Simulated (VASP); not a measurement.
Input of a VASP 6.6.1 run:

The input INCAR:

```
ALGO = Normal
EDIFF = 1E-6
EDIFFG = -0.02
ENCUT = 600
GGA = PS
IBRION = 2
ISIF = 3
ISMEAR = -1
IVDW = 12
LASPH = T
LCHARG = F
LREAL = F
LWAVE = F
NELM = 60
NSW = 60
PREC = Accurate
SIGMA = 0.05
```

Contents of KPOINTS:

```
k-points
0
Gamma
  8 8 8
```

The input POSCAR:

```
GaP
1.0
    0.0000000000      2.7252500000      2.7252500000
    2.7252500000      0.0000000000      2.7252500000
    2.7252500000      2.7252500000      0.0000000000
Ga P
1 1
Direct
    0.0000000000      0.0000000000      0.0000000000
    0.7500000000      0.7500000000      0.7500000000
```

Potentials or basis: VASP PAW PBE potentials, release 64 (Ga_d, P).

Command:

```sh
$ cat potpaw_PBE.64/Ga_d/POTCAR potpaw_PBE.64/P/POTCAR > POTCAR
$ mpirun -np 1 vasp_std > vasp.out
```

(1) Predict the band gap on the k mesh.

(2) Predict the relaxed volume.

(3) Predict the relaxed cell.

(4) What does it give for the space group after relaxing (to 0.05 Å)?

## Answers

(1) 1.44 eV, indirect (least direct gap 2.03 eV).

(2) 19.57 Å³/atom.

(3) a = 3.811 Å, b = 3.811 Å, c = 3.811 Å, α = 60.00°, β = 60.00°, γ = 60.00°.

(4) F-43m (No. 216).

Caveat: the PAW data sets were made with another functional, which shifts forces and pressure a little.
